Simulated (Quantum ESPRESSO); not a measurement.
## CdS (Hawleyite): modes at Γ and the response to a field

Which modes does CdS (Hawleyite) have at the zone centre?

Calculated with Quantum ESPRESSO 7.5; DFT PBE, scalar-relativistic, plane waves, GBRV ultrasoft pseudopotentials.

This is a report of a sequence of runs, with most program output left out.

### Step 1. Starting point

The structure is cubic, space group F-43m (No. 216). The conventional cell has a = 5.833 Å, b = 5.833 Å, c = 5.833 Å, α = 90.00°, β = 90.00°, γ = 90.00°. Nearest to Cd lie 4 S at 2.53 Å. S has 4 Cd at 2.53 Å nearest. Farther neighbours and most contacts between anions are not listed.

Structure file:

```cif
data_structure
_symmetry_space_group_name_H-M 'F-43m'
_symmetry_Int_Tables_number 216
_cell_length_a 5.8330
_cell_length_b 5.8330
_cell_length_c 5.8330
_cell_angle_alpha 90.000
_cell_angle_beta 90.000
_cell_angle_gamma 90.000
_cell_volume 198.46
loop_
_atom_site_label
_atom_site_type_symbol
_atom_site_symmetry_multiplicity
_atom_site_Wyckoff_symbol
_atom_site_fract_x
_atom_site_fract_y
_atom_site_fract_z
_atom_site_occupancy
Cd1 Cd 4 a 0.00000 0.00000 0.00000 1
S1 S 4 d 0.25000 0.25000 0.75000 1
```

### Step 2. A first look

Before anything dear is run, a loose run with smearing shows whether this is a metal and how far the cell is from rest.

probe.in reads:

```
 &control
    calculation='scf',
    prefix='x',
    outdir='./tmp',
    pseudo_dir='./pseudo',
    tprnfor=.true.,
    tstress=.true.,
    verbosity='high',
 /
 &system
    ibrav=2,
    celldm(1)=11.02277248,
    nat=2,
    ntyp=2,
    ecutwfc=50.0,
    ecutrho=400.0,
    occupations='smearing',
    smearing='gaussian',
    degauss=0.01,
 /
 &electrons
    conv_thr=1.0d-07,
    mixing_beta=0.7,
    electron_maxstep=100,
 /
ATOMIC_SPECIES
 Cd    112.4140  Cd.upf
 S      32.0600  S.upf
ATOMIC_POSITIONS crystal
 Cd     0.000000000   0.000000000   0.000000000
 S      0.250000000   0.250000000   0.250000000
K_POINTS automatic
 6 6 6 0 0 0
```

The run is started by

```sh
$ OMP_NUM_THREADS=1 mpirun -n 4 pw.x -nk 4 -in probe.in > probe.out
```

Elapsed: 4.3 s, on 4 MPI ranks of Arm Neoverse V2, shared host; 17 s of CPU time.

This step gave:

| Quantity | Value |
| --- | --- |
| volume per atom | 24.81 Å³ |
| pressure | 2.678 GPa |
| gap on the k-mesh | 1.112 eV |

A gap of 1.1 eV opens on this mesh, so the crystal is taken as an insulator; the start stands at 2.7 GPa.

### Step 3. Relaxation

The relaxation runs at a cutoff a fifth above that of the response, since stress converges more slowly with the basis than frequencies do. Forces and stress are brought to rest with tight thresholds.

relax.in reads:

```
 &control
    calculation='vc-relax',
    prefix='x',
    outdir='./tmp',
    pseudo_dir='./pseudo',
    tprnfor=.true.,
    tstress=.true.,
    forc_conv_thr=2.0d-05,
    etot_conv_thr=1.0d-07,
    nstep=40,
 /
 &system
    ibrav=2,
    celldm(1)=11.02277248,
    nat=2,
    ntyp=2,
    ecutwfc=60,
    ecutrho=480.0,
    occupations='fixed',
    nbnd=11,
 /
 &electrons
    conv_thr=1.0d-11,
    mixing_beta=0.7,
    electron_maxstep=100,
 /
 &ions
 /
 &cell
    press_conv_thr=0.2,
 /
ATOMIC_SPECIES
 Cd    112.4140  Cd.upf
 S      32.0600  S.upf
ATOMIC_POSITIONS crystal
 Cd     0.000000000   0.000000000   0.000000000
 S      0.250000000   0.250000000   0.250000000
K_POINTS automatic
 8 8 8 0 0 0
```

The run is started by

```sh
$ OMP_NUM_THREADS=1 mpirun -n 4 pw.x -nk 4 -in relax.in > relax.out
```

Run time: 55 s. Hardware: 4 MPI ranks; 3.7 min of CPU time.

The steps of the relaxation:

```
step  energy less that of the first step (eV)  largest force (eV/Å)  pressure (GPa)  volume (Å³)
   1                                   0.0000                0.0000            2.50        49.62
   2                                  -0.0082                0.0000            1.65        50.25
   3                                  -0.0135                0.0000            0.78        50.96
   4                                  -0.0151                0.0000            0.04        51.60
   5                                  -0.0152                0.0000            0.00        51.63
   6                                  -0.0152                0.0000            0.00        51.63
   7                                  -0.0240                0.0000            0.06        51.63
```

```
conventional cell, symmetrised  before  after  change
                         a (Å)   5.833  5.911  +1.3 %
                         b (Å)   5.833  5.911  +1.3 %
                         c (Å)   5.833  5.911  +1.3 %
              volume (Å³/atom)   24.81  25.82  +4.1 %
```

Final coordinates:

```xyz
2
Lattice="-2.9555 0.0000 2.9555 0.0000 2.9555 2.9555 -2.9555 2.9555 0.0000" Properties=species:S:1:pos:R:3 pbc="T T T"
Cd    0.0000    0.0000    0.0000
S    -1.4777    1.4777    1.4777
```

The last row of the table of steps is pw.x's closing run on a basis chosen anew for the final cell, so its energy can jump.

Read from the output:

```yaml
volume_per_atom: 25.82 Å³
pressure: 0.061 GPa
gap_on_the_k_mesh: 1.031 eV
```

The volume changes by +4.1 % from the cell with which this run began.

### Step 4. Self-consistent run for the response

The response is built on this ground state, so it is converged far tighter than an energy would need. With a gap, occupations are fixed, which also allows the response to an electric field.

scf.in reads:

```
 &control
    calculation='scf',
    prefix='x',
    outdir='./tmp',
    pseudo_dir='./pseudo',
    tprnfor=.true.,
    tstress=.true.,
 /
 &system
    ibrav=2,
    celldm(1)=11.17011692,
    nat=2,
    ntyp=2,
    ecutwfc=50.0,
    ecutrho=400.0,
    occupations='fixed',
    nbnd=11,
 /
 &electrons
    conv_thr=1.0d-12,
    mixing_beta=0.7,
    electron_maxstep=100,
 /
ATOMIC_SPECIES
 Cd    112.4140  Cd.upf
 S      32.0600  S.upf
ATOMIC_POSITIONS crystal
 Cd     0.000000000   0.000000000   0.000000000
 S      0.250000000   0.250000000   0.250000000
K_POINTS automatic
 8 8 8 0 0 0
```

The run is started by

```sh
$ OMP_NUM_THREADS=1 mpirun -n 4 pw.x -nk 4 -in scf.in > scf.out
```

The job ended after 8.5 s (4 MPI ranks).

Read from the output:

| Property | Result |
| --- | --- |
| pressure | 0.333 GPa |
| gap on the k-mesh | 1.029 eV |

The cell stands at 0.33 GPa, close enough for stiff modes, while soft ones can move.

### Step 5. Linear response at Γ

At q = 0 one unit cell holds all displacements; symmetry groups them into irreducible representations that are solved one by one. The response to a field gives ε∞ and the Born charges, which polar modes need.

ph.in reads:

```
phonons
 &inputph
    prefix='x',
    outdir='./tmp',
    fildyn='g.dyn',
    tr2_ph=1.0d-18,
    epsil=.true.,
 /
0.000000000000 0.000000000000 0.000000000000
```

The run is started by

```sh
$ OMP_NUM_THREADS=1 mpirun -n 4 ph.x -nk 4 -in ph.in > ph.out
```

Wall time 2.2 min (4 MPI ranks); 8.9 min of CPU time.

Read from the output:

```
miss of the charge sum rule                                       : 0.01692 e
largest acoustic frequency at the zone centre before the sum rule : -1.34 cm⁻¹
highest optical zone-centre mode (no LO-TO term)                  : 221.4 cm⁻¹
lowest optical zone-centre mode                                   : 221.4 cm⁻¹
mean high-frequency dielectric constant                           : 6.812
largest Born charge in size (third of the trace)                  : 2.264 e
```

Born charge (rows field, columns displacement), before the sum rule (e), principal values of the symmetric part by kind of site:

```
atom  atoms with these values    low  middle   high   mean
 Cd1                        1   2.25    2.25   2.25   2.25
  S2                        1  -2.26   -2.26  -2.26  -2.26
```

In full for Cd1:

```
2.25 0.00 0.00
0.00 2.25 0.00
0.00 0.00 2.25
```

High-frequency dielectric tensor:

```
6.81 0.00 0.00
0.00 6.81 0.00
0.00 0.00 6.81
```

The acoustic modes at Γ come out as far as 1.3 cm⁻¹ from zero, where they should vanish, a small numerical error; the Born charges miss their sum rule by 0.017 e, which is good.

### Step 6. Zone-centre analysis

A rigid shift of the crystal must cost nothing, but grids and finite bases break this; the acoustic sum rule is imposed before the matrix is diagonalised again. With Born charges the intensities follow, and the static dielectric tensor.

dynmat.in reads:

```
 &input
    fildyn='g.dyn',
    asr='simple',
    fileig='dynmat.eig',
    lperm=.true.,
 /
```

The run is started by

```sh
$ dynmat.x -in dynmat.in > dynmat.out
```

It took 0.47 s on 1 thread.

Numbers from this step:

```
mean static dielectric constant : 10.78
```

Unit eigenvectors of the mass-weighted matrix after the sum rule; no LO-TO term. The modes at Γ (shares of kinetic energy by element, %):

```
mode  frequency (cm⁻¹)  symmetry  Cd %  S %
   1               0.0  acoustic    78   22
   2               0.0  acoustic    78   22
   3               0.0  acoustic    78   22
   4             221.4        T2    22   78
   5             221.4        T2    22   78
   6             221.4        T2    22   78
```

Displacements in mode 5 (221.4 cm⁻¹), the largest set to 1:
```
Cd1  0.00  0.00 -0.29
S2   0.00  0.00  1.00
```

Degenerate modes summed, no LO-TO term. Infrared lines, with heights relative to the strongest:

```
position (cm⁻¹)  lines merged  label  IR intensity, relative
            221             3     T2                     100
```

Static dielectric tensor (ions relaxed, fixed cell):

```
10.78  0.00  0.00
 0.00 10.78  0.00
 0.00  0.00 10.78
```

The rule moves no optical mode by more than 0.1 cm⁻¹.

### Step 7. Check by a frozen phonon

The atoms are moved along one mode, by 0.015 Å at most in any Cartesian component, and the restoring forces give its frequency without the response code: a check of the response kernel of this functional.

frozen.in reads:

```
 &control
    calculation='scf',
    prefix='x',
    outdir='./tmp',
    pseudo_dir='./pseudo',
    tprnfor=.true.,
 /
 &system
    ibrav=2,
    celldm(1)=11.17011692,
    nat=2,
    ntyp=2,
    ecutwfc=50.0,
    ecutrho=400.0,
    occupations='fixed',
    nbnd=11,
 /
 &electrons
    conv_thr=1.0d-11,
    mixing_beta=0.7,
    electron_maxstep=100,
 /
ATOMIC_SPECIES
 Cd    112.4140  Cd.upf
 S      32.0600  S.upf
ATOMIC_POSITIONS crystal
 Cd     0.000723768  -0.000723768   0.000723768
 S      0.247462346   0.252537654   0.247462346
K_POINTS automatic
 8 8 8 0 0 0
```

The run is started by

```sh
$ OMP_NUM_THREADS=1 mpirun -n 4 pw.x -nk 4 -in frozen.in > frozen.out
```

It took 15 s on 4 MPI ranks; 59 s of CPU time.

Read from the output:

```yaml
gap_on_the_k_mesh: 1.024 eV
frequency_from_the_forces: 221.4 cm⁻¹
frequency_from_linear_response: 221.4 cm⁻¹
```

The forces give 221.4 cm⁻¹ against 221.4 cm⁻¹ from linear response after the sum rule.

### Step 8. The LO-TO splitting (1 0 0)

A longitudinal polar mode sets up a macroscopic field that stiffens it; the term hangs on the direction from which q goes to zero.

dynmat.in reads:

```
 &input
    fildyn='g.dyn',
    asr='simple',
    fileig='dynmat.eig',
    q(1)=1.0,
    q(2)=0.0,
    q(3)=0.0,
 /
```

The run is started by

```sh
$ dynmat.x -in dynmat.in > dynmat.out
```

The job ended after 0.47 s (1 thread).

Numbers from this step:

```yaml
highest_mode_moved_by_the_lo_to_term: 278.5 cm⁻¹
```

Zone-centre frequencies as printed; negative means imaginary. Modes:

```
mode  frequency (cm⁻¹)
   1                 0
   2                 0
   3                 0
   4             221.4
   5             221.4
   6             278.5
```

The field moves one mode, from 221 to 278 cm⁻¹; the others stay.

### Step 9. What came out

```json
{
 "space group after relaxation": "F-43m",
 "volume per atom": "25.8 Å³",
 "gap on the k-mesh": "1.03 eV",
 "highest optical zone-centre mode (no LO-TO term)": "221.4 cm⁻¹",
 "highest mode moved by the LO-TO term": "278.5 cm⁻¹",
 "mean high-frequency dielectric constant": "6.81",
 "largest Born charge in size (third of the trace)": "2.26 e",
 "mean static dielectric constant": "10.8",
 "imaginary optical modes at the zone centre (no q mesh in this session)": "none"
}
```

At the PBE level the optical modes of CdS (Hawleyite) at the zone centre (no LO-TO term) lie at 221 cm⁻¹. The base run is for a cell under 0.33 GPa; after a relaxation such a stress comes from settings that changed since (cutoff, k mesh or smearing). Along the directions run, the highest mode that the macroscopic field moves lies at 278 cm⁻¹. Lattice motion raises the mean dielectric constant from 6.812 to 10.78. The Born charge of S is -2.264 e against a formal charge of -2, somewhat above it. The Lyddane-Sachs-Teller relation holds: (ωLO/ωTO)² is 1.58 and ε₀/ε∞ is 1.58. These are harmonic frequencies at zero temperature: anharmonic shifts and linewidths and thermal expansion are left out.

[Host names and launcher messages were left out of these logs when they were recorded.]

[Logs are printed without paths, hosts, clocks, repeated set-up lines and the standing remarks that a program may print on its own settings, such as how far it seeks lower states.]

[Hosts, paths, dates, database ids (printed as entryN), source tags and the programs' standing remarks are cut or masked in the printed files.]
